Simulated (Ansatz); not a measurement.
A (001) slab of relaxed bulk Ta (Im-3m, 18.28 Å³/atom, gap on the mesh 0.00 eV), 4 planes in a 6×1 cell with the lowest 2 held; added atoms sit on lattice sites of the next plane. A dipole correction is on. The surface energy is the mean of the held and the free face; step energies are per length and the mean of the stripe's two steps, which run along the shortest translation of the plane; step and island energies count from the flat slab and bulk atoms.

Computed with DFT PBE, scalar-relativistic, plane waves, PAW in Ansatz 0.2.0.

Cutoff 420 eV, Gaussian smearing of 0.10 eV, energies at zero smearing, symmetry of each start kept, no spin polarisation.

| start | atoms | k mesh | surface energy (J/m²) | step energy (meV/Å) |
| --- | --- | --- | --- | --- |
| flat slab | 24 | 2×10×1 | 2.79 | - |
| stripe of 2 atoms | 26 | 2×10×1 | - | -25 |
| stripe of 3 atoms | 27 | 2×10×1 | - | -59 |

Zero in every row: gap on the mesh (eV).

Spin-orbit coupling is left out, which matters for the bands of heavy elements.

Small energy differences in metals hang on the k mesh (about 10 mJ/m² or 1 to 2 meV/atom on the mesh of the relaxation).

Cost: 3 runs of about 3.2 core-hours in all, on Intel Xeon Processor @ 2.50GHz (Skylake/Cascade Lake) (shared hosts).